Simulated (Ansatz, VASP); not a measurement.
# C: VASP beside Ansatz

The input INCAR:

```
SYSTEM = C
PREC     = Accurate       ! precision mode
ENCUT    = 600            ! plane-wave cutoff, eV
EDIFF    = 1E-7           ! SCF threshold, eV
ISMEAR   = -1             ! smearing method
SIGMA    = 0.05           ! smearing width, eV
LREAL    = .FALSE.        ! projectors in reciprocal space
LASPH    = .TRUE.         ! aspherical terms in the spheres
NELM     = 60             ! most SCF steps
ALGO     = Normal         ! electronic algorithm
ISIF     = 3              ! what is computed and relaxed
LWAVE    = .FALSE.        ! write WAVECAR
LCHARG   = .FALSE.        ! write CHGCAR
GGA      = CA             ! functional
IBRION   = 2              ! ionic algorithm
NSW      = 60             ! ionic steps
EDIFFG   = -0.01          ! ionic threshold
```

The input KPOINTS:

```
Automatic mesh
0
G
  12 12 4
  0 0 0
```

Contents of POSCAR:

```
C
1.0
    2.5221000000      0.0000000000      0.0000000000
   -1.2610500000      2.1842026709      0.0000000000
    0.0000000000      0.0000000000      8.2371000000
C
8
Direct
    0.6666666667      0.3333333333      0.8437500000
    0.3333333333      0.6666666667      0.3437500000
    0.6666666667      0.3333333333      0.6562500000
    0.3333333333      0.6666666667      0.1562500000
    0.0000000000      0.0000000000      0.9062500000
    0.0000000000      0.0000000000      0.4062500000
    0.0000000000      0.0000000000      0.5937500000
    0.0000000000      0.0000000000      0.0937500000
```

The input input.yaml:

```yaml
crystal:
  lattice:
    - [2.5221, 0.0, 0.0]
    - [-1.26105, 2.1842026709, 0.0]
    - [0.0, 0.0, 8.2371]
  atoms:
    - { symbol: C, position: [0.6666666667, 0.3333333333, 0.84375] }
    - { symbol: C, position: [0.3333333333, 0.6666666667, 0.34375] }
    - { symbol: C, position: [0.6666666667, 0.3333333333, 0.65625] }
    - { symbol: C, position: [0.3333333333, 0.6666666667, 0.15625] }
    - { symbol: C, position: [0.0, 0.0, 0.90625] }
    - { symbol: C, position: [0.0, 0.0, 0.40625] }
    - { symbol: C, position: [0.0, 0.0, 0.59375] }
    - { symbol: C, position: [0.0, 0.0, 0.09375] }
hamiltonian:
  xc: lda
  pseudopotentials: { kind: paw }
kpoints:
  mp_grid: { grid: [12, 12, 4] }
scf:
  occupations: { method: fermi_dirac, width: 0.05 }
output:
  forces: true
  stress: true
relax:
  f_tol: 0.01
  max_steps: 40
  cell: { stress_tol: 0.05 }
```

This is a hexagonal form of diamond, not graphite.

Alike in both runs: task relaxation of cell and atoms; functional LDA; k mesh 12 × 12 × 4; occupations fermi-dirac, width 0.05 eV; no spin polarisation.

|  | VASP | Ansatz |
| --- | --- | --- |
| version | VASP 6.6.1 | Ansatz 0.2.0 |
| potentials or method | VASP PAW LDA potentials, release 64 (C) | Ansatz PAW |
| plane-wave cutoff (eV) | 600 | 420 |
| valence electrons in the cell | 32 | 32 |

|  | VASP | Ansatz | Ansatz less VASP |
| --- | --- | --- | --- |
| relaxed volume (Å³/atom) | 5.52 | 5.51 | -0.009 |
| relaxed cell length with the largest relative difference (Å) | 2.491 | 2.490 | -0.0013 |
| energy change over the relaxation (meV/atom) | -8 | -9 | -0.7 |

Caveats: the plane-wave basis is chosen anew once the cell has moved, so the energies of steps on either side of that aren't comparable (Ansatz); the pressure holds a Pulay correction of +1.3 GPa for the finite cutoff (Ansatz); the PAW data sets come from PBE, with cores solved anew for the run's functional, which leaves a small shift of forces and pressure (Ansatz). A k mesh can miss the band edges. LDA usually gives volumes a few per cent too small. Zero-point motion and thermal expansion aren't in these numbers.
